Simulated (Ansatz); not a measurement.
Input and output of a relaxation of cell and atoms on La2O3 (C2/m) from a database structure (Ansatz, PBE). The input holds the cell as the database lists it.

```yaml
crystal:
  lattice:
    - [7.381864, -1.899048, 0.0]
    - [7.381864, 1.899048, 0.0]
    - [-1.65003, 0.0, 9.075496]
  atoms:
    - { symbol: La, position: [0.309568, 0.309568, 0.861663] }
    - { symbol: La, position: [0.634486, 0.634486, 0.492526] }
    - { symbol: La, position: [0.690432, 0.690432, 0.138337] }
    - { symbol: La, position: [0.032952, 0.032952, 0.812011] }
    - { symbol: La, position: [0.365514, 0.365514, 0.507474] }
    - { symbol: La, position: [0.967048, 0.967048, 0.187989] }
    - { symbol: O, position: [0.200299, 0.200299, 0.627299] }
    - { symbol: O, position: [0.128121, 0.128121, 0.286347] }
    - { symbol: O, position: [0.525841, 0.525841, 0.65665] }
    - { symbol: O, position: [0.175928, 0.175928, 0.974851] }
    - { symbol: O, position: [0.824072, 0.824072, 0.025149] }
    - { symbol: O, position: [0.799701, 0.799701, 0.372701] }
    - { symbol: O, position: [0.474159, 0.474159, 0.34335] }
    - { symbol: O, position: [0.871879, 0.871879, 0.713653] }
    - { symbol: O, position: [0.5, 0.5, 0.0] }
kpoints:
  mp_grid: { grid: [6, 6, 4] }
hamiltonian:
  xc: pbe
scf:
  occupations: { method: fermi_dirac, width: 0.02 }
relax:
  f_tol: 0.005
  cell: {}
output:
  write_density: true
  write_potential: true
  elf: true
  volumetric_format: npy
```

Some lines of the output have been replaced by numbered gaps.
```
Pseudopotential: La, paw, valence charge 11, recommended cutoff 420 eV (normal)
Pseudopotential: O, paw, valence charge 6, recommended cutoff 420 eV (normal)
Functional definition: PBE
Crystal: 15 atoms, lattice volume = 254.450 Å³
Basis set: ecut = 420 eV, 5001 PW (Γ), FFT grids on a1−a2, a2, a3
Bands: 75, of which v1, the nominal top of the filled ones, is band 60 counted from 1 (59 counted from 0)
Symmetry: 4 space group operations
Space group: C2/m (ITA 12)
k-points: 47 of 144
relax step 1: F+E_penalty+E_count = -42636.12455835 eV  max|allowed force component| = 2.063e-2 eV/Å  Δτ_max = 0.0000 Å  P = +0.333 GPa  Ω = 254.450 Å³
--- Relaxed structure (7 steps of the walk, 6 accepted, 1 SCFs on fresh bases) ---
[1]
```

Task: Fill in the blanks. They hold the relaxed structure.

Result:
```
[1]
  F+E_penalty+E_count = -42636.12803821 eV   max|allowed force component| = 1.625e-3 eV/Å
  cell:  # Å, volume = 254.8591 Å³
    - [7.385206, -1.901913, -0.008801]
    - [7.385206, 1.901913, -0.008801]
    - [-1.661597, 0.000000, 9.074268]
  atoms:
    - { symbol: La, position: [0.308636, 0.308636, 0.860823] }
    - { symbol: La, position: [0.633599, 0.633599, 0.494252] }
    - { symbol: La, position: [0.691364, 0.691364, 0.139177] }
    - { symbol: La, position: [0.032636, 0.032636, 0.812277] }
    - { symbol: La, position: [0.366401, 0.366401, 0.505748] }
    - { symbol: La, position: [0.967364, 0.967364, 0.187723] }
    - { symbol: O, position: [0.196405, 0.196405, 0.631581] }
    - { symbol: O, position: [0.129299, 0.129299, 0.289097] }
    - { symbol: O, position: [0.524522, 0.524522, 0.656543] }
    - { symbol: O, position: [0.175675, 0.175675, 0.976228] }
    - { symbol: O, position: [0.824325, 0.824325, 0.023772] }
    - { symbol: O, position: [0.803595, 0.803595, 0.368419] }
    - { symbol: O, position: [0.475478, 0.475478, 0.343457] }
    - { symbol: O, position: [0.870701, 0.870701, 0.710903] }
    - { symbol: O, position: [0.500000, 0.500000, 0.000000] }
```
Only the leading digits can be foreseen; the rest is this run's record.

The walk took 7 steps and changed the volume by +0.2 %. The last SCF, on a fresh basis, lies 0.2 meV an atom below the first. Final cell: space group C2/m (No. 12), monoclinic; a = 14.770 Å, b = 3.804 Å, c = 9.225 Å, β = 100.4° in the conventional setting, 16.99 Å³ an atom. Around La lie 7 O at 2.40–2.88 Å; around La lie 7 O at 2.38–2.95 Å; around La lie 6 O at 2.36–2.67 Å; around O lie 4 La at 2.38–2.95 Å; around O lie 5 La at 2.41–2.68 Å; around O lie 4 La at 2.37–2.49 Å; around O lie 4 La at 2.36–2.41 Å; around O lie 6 La at 2.67–2.88 Å.

Task: It ran on 1 × NVIDIA H100 80GB HBM3 with 2 threads of AMD EPYC 7R13 Processor (Zen 3) (shared host). About how long did it take, and how much host memory at the peak?

Result: About 49 s, with a peak of 1.3 GiB.

Calculated for a static, non-magnetic cell.

Spin-orbit coupling is left out.
